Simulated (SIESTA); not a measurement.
## Zn in SIESTA: convergence with ElectronicTemperature

The system is Zn.

```xyz
1
Lattice="-1.5271 1.5617 1.5269 1.4865 -1.6588 1.5833 1.5658 1.6975 -1.6240" Properties=species:S:1:pos:R:3 pbc="T T T"
Zn   -0.0200    0.0572    0.0050
```

The cell isn't the ideal one: cell strained at random at fixed volume.

```yaml
Program: SIESTA 5.4.2
Task: single point
Functional: PBEsol
Potentials_or_basis: PseudoDojo 0.4 standard (PBEsol files)
Basis: DZP (energy shift 0.003 Ry; two zetas on semicore shells)
Grid_cutoff: 800 Ry
Energy_shift: 0.003 Ry
k_mesh: 9 × 9 × 9
Occupations: fermi-dirac, width 0.5 eV
Spin: no spin polarisation
```

These are the settings of the first run; the series varies ElectronicTemperature, with any setting tied to it.

Hardware: 1 thread of Intel(R) Xeon(R) 6975P-C (Granite Rapids), with other jobs on the host.

```tsv
ElectronicTemperature	energy less the tightest run, at zero smearing (meV/atom)	pressure (GPa)	SCF cycles	CPU time (s)	peak memory (GiB)
0.5	-7.49	-8.06	9	7.2	0.19
0.3	-4.10	-8.73	8	6.8	0.19
0.2	-2.41	-8.90	8	6.8	0.19
0.1	-1.00	-8.98	9	7.1	0.19
0.05	-0.28	-8.96	9	7.1	0.19
0.025	-0.06	-8.92	9	7.1	0.19
0.01	0.00	-8.89	8	6.8	0.19
```

Against the tightest run, the energy stays within 1 meV/atom from 0.1 on; the pressure stays within 0.1 GPa from 0.2 on. The tightest run that finished is the yardstick and may itself not be fully converged.

Caveat, for the tightest run too: short orbitals over semicore shells can move pressures by several GPa; the basis of atomic orbitals isn't converged, which shifts pressures, moduli and gaps.
